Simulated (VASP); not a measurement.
Input of a VASP 6.6.1 run:

Contents of POSCAR:

```
BN
1.0
    0.0000000000      1.6419492918      1.6419492918
    1.6419492918      0.0000000000      1.6419492918
    1.6419492918      1.6419492918      0.0000000000
B N
1 1
Direct
    0.0000000000      0.0000000000      0.0000000000
    0.5000000000      0.5000000000      0.5000000000
```

The input INCAR.step1:

```
SYSTEM = BN
ALGO     = Normal         ! electronic algorithm
EDIFF    = 1E-4           ! SCF threshold, eV
ENCUT    = 520            ! plane-wave cutoff, eV
GGA      = PE             ! functional
ISMEAR   = 0              ! smearing method
LASPH    = .True.         ! aspherical terms in the spheres
LCHARG   = .False.        ! write CHGCAR
LREAL    = .False.        ! projectors in reciprocal space
LWAVE    = .True.         ! write WAVECAR
NBANDS   = 11             ! bands
NELM     = 100            ! most SCF steps
PREC     = Accurate       ! precision mode
SIGMA    = 0.01           ! smearing width, eV
```

The input INCAR.step2:

```
SYSTEM = BN
ALGO     = Normal         ! electronic algorithm
EDIFF    = 1E-7           ! SCF threshold, eV
ENCUT    = 520            ! plane-wave cutoff, eV
ISIF     = 2              ! what is computed and relaxed
ISMEAR   = 0              ! smearing method
ISTART   = 1            
LASPH    = .True.         ! aspherical terms in the spheres
LCHARG   = .True.         ! write CHGCAR
LELF     = .True.         ! ELF
LMIXTAU  = .True.       
LREAL    = .False.        ! projectors in reciprocal space
LVHAR    = .True.       
LWAVE    = .False.        ! write WAVECAR
METAGGA  = R2SCAN         ! meta-GGA
NBANDS   = 11             ! bands
NELM     = 100            ! most SCF steps
PREC     = Accurate       ! precision mode
SIGMA    = 0.01           ! smearing width, eV
```

The input KPOINTS:

```
k-points
0
Gamma
  12 12 12
  0 0 0
```

Potentials or basis: VASP PAW PBE potentials, release 64 (B, N).

Command:

```sh
$ cat potpaw_PBE.64/B/POTCAR potpaw_PBE.64/N/POTCAR > POTCAR
$ cp INCAR.step1 INCAR
$ mpirun -np 1 vasp_std > vasp.out
$ cp INCAR.step2 INCAR
$ mpirun -np 1 vasp_std > vasp.out
```

(1) Estimate the pressure.

(2) Estimate the band gap on the k mesh.

Results:

(1) 105.1 GPa.

(2) 2.90 eV, indirect (least direct gap 7.22 eV).

Caveat: the cell as given lies far from equilibrium; so large a pressure means that the cell lies far from this level's equilibrium, or that cutoff or potentials fall short; the potentials were made for another functional, which shifts forces and pressure.
